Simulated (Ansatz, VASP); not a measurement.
# Nb4GaSe8 in two plane-wave programs, part 2 of 2

Aim: how closely do two programs agree when they are given the same cell, functional and k mesh? The cell is taken from a series of runs on this material, whose earlier steps may have relaxed, scaled, displaced or heated it; both programs get it as it stands.

VASP 6.6.1 and Ansatz 0.2.0.

So far: Starting point; Ansatz: relaxation of cell and atoms, BLYP with D3(BJ).

## 3. VASP: relaxation of cell and atoms, BLYP with D3(BJ)

Level of this step: BLYP with D3(BJ); plane waves and PAW (Nb_sv, Ga_d, Se) (VASP).

The same cell, functional (in two slightly different forms), mesh and smearing now go to VASP, with its own data sets.

Lines of VASP's logs that name or quote its potential files are left out, and so is its time.

Contents of INCAR:

```
SYSTEM = Nb4GaSe8
PREC = Accurate
ENCUT = 500
EDIFF = 1E-07
NELM = 120
ISMEAR = 0
SIGMA = 0.1
LREAL = .FALSE.
ALGO = Normal
GGA = B5
ALDAX = 1
AGGAX = 1
AGGAC = 1
ALDAC = 0
IVDW = 12
VDW_S6 = 1
VDW_S8 = 2.6996
VDW_A1 = 0.4298
VDW_A2 = 4.2359
NBANDS = 70
LASPH = .TRUE.
LORBIT = 11
LWAVE = .FALSE.
LCHARG = .FALSE.
ISIF = 3
IBRION = 2
NSW = 80
EDIFFG = -0.005
GGA_COMPAT = .FALSE.
NELMIN = 4
KPAR = 4
```

Contents of POSCAR:

```
Nb4GaSe8
1.0
    0.0000000000      5.2100000000      5.2100000000
    5.2100000000      0.0000000000      5.2100000000
    5.2100000000      5.2100000000      0.0000000000
Nb Ga Se
4 1 8
Direct
    0.3969000000      0.3969000000      0.3969000000
    0.8093000000      0.3969000000      0.3969000000
    0.3969000000      0.3969000000      0.8093000000
    0.3969000000      0.8093000000      0.3969000000
    0.0000000000      0.0000000000      0.0000000000
    0.6357000000      0.6357000000      0.6357000000
    0.0929000000      0.6357000000      0.6357000000
    0.6357000000      0.6357000000      0.0929000000
    0.6357000000      0.0929000000      0.6357000000
    0.1344000000      0.1344000000      0.1344000000
    0.5968000000      0.1344000000      0.1344000000
    0.1344000000      0.1344000000      0.5968000000
    0.1344000000      0.5968000000      0.1344000000
```

Contents of KPOINTS:

```
Automatic mesh
0
Gamma
6 6 6
0 0 0
```

PAW data sets: Nb_sv, Ga_d and Se (PBE family, release 64).

The run is started by

```
$ mpirun -np 4 vasp_std
```

Numbers of over 12 decimals in the logs are rounded to 6 here.

Output:

```text
[banner, memory and clock lines left out]
running    4 mpi-ranks, on    1 nodes
 distrk:  each k-point on    1 cores,    4 groups
 distr:  one band on    1 cores,    1 groups

 POSCAR found type information on POSCAR NbGaSe
 POSCAR found :  3 types and      13 ions
|                                                                             |
|               ----> ADVICE to this user running VASP <----                  |
|                                                                             |
|     You enforced a specific xc type in the INCAR file but a different       |
|     [... a line on the potential file left out ...]
|     I HOPE YOU KNOW WHAT YOU ARE DOING!                                     |
|                                                                             |

 LDA part: xc-table for (Slater(with rela. corr.)+VWN5), standard interpolation
 POSCAR, INCAR and KPOINTS ok, starting setup
 FFT: planning ... GRIDC
 FFT: planning ... GRID_SOFT
 FFT: planning ... GRID
 WAVECAR not read
 entering main loop
       N       E                     dE             d eps       ncg     rms          rms(c)
DAV:   1     0.135192790747E+04    0.13519E+04   -0.50974E+04  2360   0.164E+03
DAV:   2     0.114525083628E+03   -0.12374E+04   -0.11925E+04  2592   0.564E+02
DAV:   3    -0.579121616621E+02   -0.17244E+03   -0.16405E+03  3128   0.176E+02
DAV:   4    -0.752109685339E+02   -0.17299E+02   -0.16953E+02  3648   0.559E+01
DAV:   5    -0.765832529492E+02   -0.13723E+01   -0.13639E+01  4000   0.127E+01    0.168E+01
DAV:   6    -0.722985167400E+02    0.42847E+01   -0.19356E+01  3600   0.250E+01    0.676E+00
DAV:   7    -0.719431939303E+02    0.35532E+00   -0.28814E+00  3216   0.698E+00    0.414E+00
DAV:   8    -0.719515774501E+02   -0.83835E-02   -0.67618E-01  3432   0.306E+00    0.183E+00
DAV:   9    -0.719610698830E+02   -0.94924E-02   -0.12322E-01  3640   0.156E+00    0.626E-01
DAV:  10    -0.719580143510E+02    0.30555E-02   -0.32905E-02  3312   0.829E-01    0.202E-01
DAV:  11    -0.719581220144E+02   -0.10766E-03   -0.45464E-03  3256   0.288E-01    0.107E-01
DAV:  12    -0.719582093346E+02   -0.87320E-04   -0.90807E-04  3624   0.127E-01    0.390E-02
DAV:  13    -0.719581942493E+02    0.15085E-04   -0.70520E-05  3584   0.386E-02    0.253E-02
DAV:  14    -0.719581926261E+02    0.16232E-05   -0.35896E-05  3008   0.256E-02    0.731E-03
DAV:  15    -0.719581923439E+02    0.28220E-06   -0.55428E-06  3480   0.104E-02    0.651E-03
DAV:  16    -0.719581922808E+02    0.63053E-07   -0.10606E-06  3064   0.427E-03    0.295E-03
DAV:  17    -0.719581924784E+02   -0.19757E-06   -0.24130E-07  2120   0.211E-03    0.118E-03
DAV:  18    -0.719581926206E+02   -0.14218E-06   -0.66769E-08  1792   0.147E-03    0.563E-04
DAV:  19    -0.719581925776E+02    0.42997E-07   -0.22136E-08  1792   0.981E-04
   1 F= -.85302233E+02 E0= -.85281651E+02  d E =-.853022E+02
[...]
2 F= -.85311624E+02 E0= -.85290948E+02  d E =-.939168E-02
[...]
3 F= -.85316874E+02 E0= -.85296232E+02  d E =-.146415E-01
[...]
4 F= -.85323173E+02 E0= -.85303001E+02  d E =-.629916E-02
[...]
5 F= -.85323188E+02 E0= -.85302997E+02  d E =-.631378E-02
[...]
6 F= -.85323918E+02 E0= -.85303624E+02  d E =-.729841E-03
[...]
7 F= -.85323953E+02 E0= -.85303629E+02  d E =-.765210E-03
 curvature:  -0.65 expect dE=-0.389E-05 dE for cont linesearch -0.103E-06
 ZBRENT: interpolating
 opt :   1.1622  next Energy=   -85.323953 (dE=-0.765E-03)
 bond charge predicted
       N       E                     dE             d eps       ncg     rms          rms(c)
DAV:   1    -0.718878897893E+02   -0.76016E-04   -0.86944E-05  2588   0.487E-02    0.254E-03
DAV:   2    -0.718878905430E+02   -0.75376E-06   -0.75415E-06  2840   0.134E-02    0.139E-03
DAV:   3    -0.718878905724E+02   -0.29328E-07   -0.29631E-07  2224   0.270E-03    0.839E-04
DAV:   4    -0.718878905830E+02   -0.10623E-07   -0.54775E-08  1424   0.159E-03
   8 F= -.85323953E+02 E0= -.85303631E+02  d E =-.765453E-03
 curvature:  -0.65 expect dE=-0.362E-05 dE for cont linesearch -0.437E-07
 trial: gam=-0.00293 g(F)=  0.537E-05 g(S)=  0.220E-06 ort = 0.995E-05 (trialstep = 0.966E+00)
 search vector abs. value=  0.555E-05
 reached required accuracy - stopping structural energy minimisation
```

From OUTCAR (step 3):

```text
ion  position               nearest neighbor table
   1  0.397  0.397  0.397-   7 2.53   8 2.53   9 2.53  11 2.77  12 2.77  13 2.77   2 3.04   3 3.04
                             4 3.04
   2  0.809  0.397  0.397-   6 2.53   8 2.53   9 2.53  12 2.77  13 2.77  10 2.77   1 3.04   3 3.04
                             4 3.04
   3  0.397  0.397  0.809-   6 2.53   7 2.53   9 2.53  11 2.77  13 2.77  10 2.77   1 3.04   2 3.04
                             4 3.04
   4  0.397  0.809  0.397-   6 2.53   7 2.53   8 2.53  11 2.77  12 2.77  10 2.77   1 3.04   2 3.04
                             3 3.04
   5  0.000  0.000  0.000-  12 2.43  11 2.43  10 2.43  13 2.43
   6  0.636  0.636  0.636-   2 2.53   3 2.53   4 2.53
   7  0.093  0.636  0.636-   1 2.53   3 2.53   4 2.53
   8  0.636  0.636  0.093-   1 2.53   2 2.53   4 2.53
   9  0.636  0.093  0.636-   1 2.53   2 2.53   3 2.53
  10  0.134  0.134  0.134-   5 2.43   3 2.77   4 2.77   2 2.77
  11  0.597  0.134  0.134-   5 2.43   4 2.77   3 2.77   1 2.77
  12  0.134  0.134  0.597-   5 2.43   4 2.77   2 2.77   1 2.77
  13  0.134  0.597  0.134-   5 2.43   3 2.77   2 2.77   1 2.77

  LATTYP: Found a face centered cubic cell.
 ALAT       =    10.4200000000

 Subroutine GETGRP returns: Found 24 space group operations
 (whereof 24 operations were pure point group operations)

The static configuration has the point symmetry T_d .

 Found     16 irreducible k-points:

   k-points           NKPTS =     16   k-points in BZ     NKDIM =     16   number of bands    NBANDS=     70

   dimension x,y,z NGX =    54 NGY =   54 NGZ =   54
   dimension x,y,z NGXF=   108 NGYF=  108 NGZF=  108

   ENCUT  =  500.0 eV  36.75 Ry    6.06 a.u.  13.43 13.43 13.43*2*pi/ulx,y,z

   NELECT =     113.0000    total number of electrons

 k-points in reciprocal lattice and weights: Automatic mesh
   0.00000000  0.00000000  0.00000000       0.005
   0.16666667  0.00000000  0.00000000       0.037
   0.33333333  0.00000000  0.00000000       0.037
   0.50000000  0.00000000  0.00000000       0.019
   0.16666667  0.16666667  0.00000000       0.028
   0.33333333  0.16666667  0.00000000       0.111
   0.50000000  0.16666667  0.00000000       0.111
  -0.33333333  0.16666667  0.00000000       0.111
  -0.16666667  0.16666667  0.00000000       0.056
[...]
-0.33333333  0.33333333  0.16666667       0.111
  -0.33333333  0.50000000  0.16666667       0.056

 Edisp (eV)  -13.43614

 average (electrostatic) potential at core
       1 -82.8314       2 -82.8314       3 -82.8314       4 -82.8314       5 -64.5408
       6 -51.9388       7 -51.9388       8 -51.9388       9 -51.9388      10 -52.0380
      11 -52.0380      12 -52.0380      13 -52.0380

 E-fermi :   6.6364

 k-point     1 :       0.0000    0.0000    0.0000
  band No.  band energies     occupation
    ...
     52       5.5939      2.00000
     53       5.5939      2.00000
     54       5.6118      2.00000
     55       5.6118      2.00000
     56       5.6118      2.00000
     57       6.7021      0.35270
     58       6.7021      0.35270
     59       6.7021      0.35270
     60       7.4538      0.00000
     61       8.7265      0.00000
    ...

 k-point     2 :       0.1667    0.0000    0.0000
  band No.  band energies     occupation
    ...
     52       5.2285      2.00000
     53       5.4680      2.00000
     54       5.4680      2.00000
     55       5.7884      2.00000
     56       5.7884      2.00000
     57       6.7516      0.10322
     58       6.7516      0.10322
     59       6.7682      0.06234
     60       7.5314      0.00000
     61       8.6304      0.00000
    ...

 k-point     3 :       0.3333    0.0000    0.0000
  band No.  band energies     occupation
    ...
     52       5.0794      2.00000
     53       5.2364      2.00000
     54       5.2364      2.00000
     55       5.9554      2.00000
     56       5.9554      2.00000
     57       6.7922      0.02760
     58       6.7945      0.02531
     59       6.7945      0.02531
     60       7.5685      0.00000
     61       8.4996      0.00000
    ...

 Edisp (eV)  -13.43606

  Total       0.00444     0.00444     0.00444     0.00000     0.00000     0.00000
  in kB       0.02533     0.02533     0.02533     0.00000     0.00000     0.00000
  external pressure =        0.03 kB  Pullay stress =        0.00 kB

  energy-cutoff  :      500.00
  volume of cell :      281.05
      direct lattice vectors                 reciprocal lattice vectors
    -0.000000000  5.198984891  5.198984891    -0.096172620  0.096172620  0.096172620
     5.198984891  0.000000000  5.198984891     0.096172620 -0.096172620  0.096172620
     5.198984891  5.198984891 -0.000000000     0.096172620  0.096172620 -0.096172620

 POSITION                                       TOTAL-FORCE (eV/Angst)
 -----------------------------------------------------------------------------------
      4.12254      4.12254      4.12254         0.000490      0.000490      0.000490
      4.12254      6.27543      6.27543         0.000490     -0.000490     -0.000490
      6.27543      6.27543      4.12254        -0.000490     -0.000490      0.000490
      6.27543      4.12254      6.27543        -0.000490      0.000490     -0.000490
      0.00000      0.00000      0.00000         0.000000      0.000000      0.000000
      6.62380      6.62380      6.62380         0.000909      0.000909      0.000909
      6.62380      3.77417      3.77417         0.000909     -0.000909     -0.000909
      3.77417      3.77417      6.62380        -0.000909     -0.000909      0.000909
      3.77417      6.62380      3.77417        -0.000909      0.000909     -0.000909
      1.39711      1.39711      1.39711         0.002867      0.002867      0.002867
      1.39711      3.80187      3.80187         0.002867     -0.002867     -0.002867
      3.80187      3.80187      1.39711        -0.002867     -0.002867      0.002867
      3.80187      1.39711      3.80187        -0.002867      0.002867     -0.002867
 -----------------------------------------------------------------------------------
    total drift:                                0.000001      0.000001      0.000001

  FREE ENERGIE OF THE ION-ELECTRON SYSTEM (eV)
  ---------------------------------------------------
  free  energy   TOTEN  =       -85.3239533130 eV

  energy  without entropy=      -85.2833096458  energy(sigma->0) =      -85.30363148

 reached required accuracy - stopping structural energy minimisation

 total charge
# of ion       s       p       d       tot
------------------------------------------
    1        2.157   6.013   2.457  10.627
    2        2.157   6.013   2.457  10.627
    3        2.157   6.013   2.457  10.627
    4        2.157   6.013   2.457  10.627
    5        0.886   0.722  10.022  11.630
    6        1.484   2.397   0.059   3.940
    7        1.484   2.397   0.059   3.940
    8        1.484   2.397   0.059   3.940
    9        1.484   2.397   0.059   3.940
   10        1.456   2.439   0.036   3.931
   11        1.456   2.439   0.036   3.931
   12        1.456   2.439   0.036   3.931
   13        1.456   2.439   0.036   3.931
--------------------------------------------------
tot         21.275  44.117  20.230  85.622

[... 3 further parts left out ...]
```

CONTCAR:

```
Nb4GaSe8
   1.00000000000000
    -0.0000000000000000    5.1989848909362761    5.1989848909362761
     5.1989848909362761    0.0000000000000000    5.1989848909362761
     5.1989848909362761    5.1989848909362761   -0.0000000000000000
  Nb              Ga              Se
     4     1     8
Direct
     0.3964752135007689    0.3964752135007689    0.3964752135007689
     0.8105743594977003    0.3964752135007689    0.3964752135007689
     0.3964752135007689    0.3964752135007689    0.8105743594977003
     0.3964752135007689    0.8105743594977003    0.3964752135007689
     0.0000000000000000    0.0000000000000000    0.0000000000000000
     0.6370283255170059    0.6370283255170059    0.6370283255170059
     0.0889150234489818    0.6370283255170059    0.6370283255170059
     0.6370283255170059    0.6370283255170059    0.0889150234489818
     0.6370283255170059    0.0889150234489818    0.6370283255170059
     0.1343638149518011    0.1343638149518011    0.1343638149518011
     0.5969085551445965    0.1343638149518011    0.1343638149518011
     0.1343638149518011    0.1343638149518011    0.5969085551445965
     0.1343638149518011    0.5969085551445965    0.1343638149518011
```

The run keeps the 24 symmetry operations of its start, so it cannot find a distortion of lower symmetry.

## 4. Side by side

Known differences besides the potentials themselves: the data sets hold 193 valence electrons in Ansatz (on its default PAW (the set named soft_2) files) and 113 in VASP; the cutoff is 420 eV in Ansatz and 500 eV in VASP; Ansatz makes its cores anew for this functional, VASP keeps those of its PBE data sets; VASP's log shows a relativistic correction to its local exchange, Ansatz's none; Ansatz adds a Pulay correction to the stress that steers its cell, VASP none. Total energies have different zeros and are not compared.

Both answers:

| quantity | Ansatz | VASP | difference |
| --- | --- | --- | --- |
| volume (Å³) | 280.40 | 281.05 | -0.23 % |
| edge a after relaxation, in the typed setting (Å) | 7.347 | 7.353 | -0.08 % |

## 5. Outcome

```yaml
difference_in_volume_relaxation_of_cell_and_atoms_blyp_with_d3_bj: -0.23 %
```

In words: The difference in volume is -0.23 % (relaxation of cell and atoms, BLYP with D3(BJ)), within the 1.2 % picked in this series as the mark of a large difference, as far as the stopping tolerances let one tell. The data sets hold unlike numbers of valence electrons (193 in Ansatz and 113 in VASP), so part of the differences comes from the potentials. 1 further run of this series is not shown here. Such differences can come from data sets, numerical settings and the points named under the comparisons, not from the functional's error against experiment.

[Lines on the potential files, build, host, timing and source positions are cut from VASP's logs without a mark.]

[Logs are printed without paths, hosts, clocks, repeated set-up lines and the standing remarks that a program may print on its own settings, such as how far it seeks lower states.]

[Hosts, paths, dates, database ids (printed as entryN), source tags and the programs' standing remarks are cut or masked in the printed files.]
